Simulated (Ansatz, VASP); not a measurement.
**AlN in VASP and in Ansatz**

File INCAR:

```
PREC     = Accurate       # precision mode
ENCUT    = 520            # plane-wave cutoff, eV
EDIFF    = 1E-7           # SCF threshold, eV
ISMEAR   = 0              # smearing method
SIGMA    = 0.05           # smearing width, eV
LREAL    = False          # projectors in reciprocal space
LASPH    = True           # aspherical terms in the spheres
NELM     = 60             # most SCF steps
ALGO     = Normal         # electronic algorithm
ISIF     = 2              # what is computed and relaxed
LWAVE    = False          # write WAVECAR
LCHARG   = False          # write CHGCAR
GGA      = PE             # functional
NBANDS   = 11             # bands
```

File KPOINTS:

```
Automatic mesh
0
Gamma
  10 10 10
```

The input POSCAR:

```
AlN
1.0
    0.0000000000      2.0955535400      2.0650357700
    2.0955535400      0.0000000000      2.0650357700
    2.0955535400      2.0955535400      0.0000000000
Al N
1 1
Direct
    0.5000000000      0.5000000000      0.5000000000
    0.0000000000      0.0000000000      0.0000000000
```

Input for Ansatz:

```yaml
crystal:
  lattice:
    - [0.0, 2.09555354, 2.06503577]
    - [2.09555354, 0.0, 2.06503577]
    - [2.09555354, 2.09555354, 0.0]
  atoms:
    - { symbol: Al, position: [0.5, 0.5, 0.5] }
    - { symbol: "N", position: [0.0, 0.0, 0.0] }
basis:
  ecutwfc: 420
kpoints:
  mp_grid: { grid: [10, 10, 10] }
hamiltonian:
  xc: pbe
scf:
  occupations: { method: gaussian, width: 0.05 }
output:
  forces: true
  stress: true
  eigenvalues: true
```

Change from the starting cell: strain +0.030 along x and y, +0.015 along z, atoms carried along.

Alike in both runs: task single point; functional PBE; k mesh 10 × 10 × 10; occupations gaussian, width 0.05 eV; no spin polarisation.

|  | VASP | Ansatz |
| --- | --- | --- |
| version | VASP 6.6.1 | Ansatz 0.2.0 |
| potentials or method | VASP PAW PBE potentials, release 64 (Al, N) | scalar-relativistic, plane waves, PAW |
| plane-wave cutoff (eV) | 520 | 420 |
| valence electrons in the cell | 8 | 8 |

VASP gave:

* gap on the k mesh at the Fermi level (eV): 3.63
* least direct gap on the mesh (eV): 4.36
* pressure (GPa): -16.0
* largest component of the traceless stress (GPa): 1.49

Estimate Ansatz's values.

gap on the k mesh at the Fermi level (eV): 3.65; least direct gap on the mesh (eV): 4.35; pressure (GPa): -15.8; largest component of the traceless stress (GPa): 1.50.

Caveats: so large a pressure means that the cell lies far from this level's equilibrium, or that cutoff or potentials fall short (VASP). A k mesh can miss the band edges.
